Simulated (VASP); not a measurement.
Crystal: Pd.

```xyz
1
Lattice="-1.5723 1.5723 1.5723 1.5723 -1.5723 1.5723 1.5723 1.5723 -1.5723" Properties=species:S:1:pos:R:3 pbc="T T T"
Pd    0.0000    0.0000    0.0000
```

This isn't the form of Pd at room conditions, which is fcc.

- Program: VASP 6.6.1
- Task: relaxation of cell and atoms
- Functional: LDA
- Potentials or basis: VASP PAW LDA potentials, release 64 (Pd)
- Cutoff: 600 eV
- k mesh: 10 × 10 × 10
- Occupations: fermi-dirac, width 0.05 eV
- Spin: no spin polarisation

At the start: pressure -15.0 GPa; volume 15.55 Å³/atom.

Question: How do energy, volume and symmetry change on relaxing?

Answer: Over 7 steps the energy falls by 67.0 meV/atom and the volume is 14.25 Å³/atom (-8.3 %); space group Im-3m (No. 229, to 0.05 Å).

Step by step:
```tsv
step	energy change (eV)	largest force (eV/Å)	pressure (GPa)	volume (Å³)
1	0.0000	0.0000	-15.04	15.55
2	0.1332	0.0000	41.80	12.49
3	-0.0669	0.0000	-0.71	14.30
4	-0.0670	0.0000	-0.22	14.26
5	-0.0670	0.0000	0.19	14.24
6	-0.0670	0.0000	-0.23	14.27
7	-0.0670	0.0000	-0.01	14.25
```

Final structure:
```xyz
1
Lattice="-1.5273 1.5273 1.5273 1.5273 -1.5273 1.5273 1.5273 1.5273 -1.5273" Properties=species:S:1:pos:R:3 pbc="T T T"
Pd    0.0000    0.0000    0.0000
```
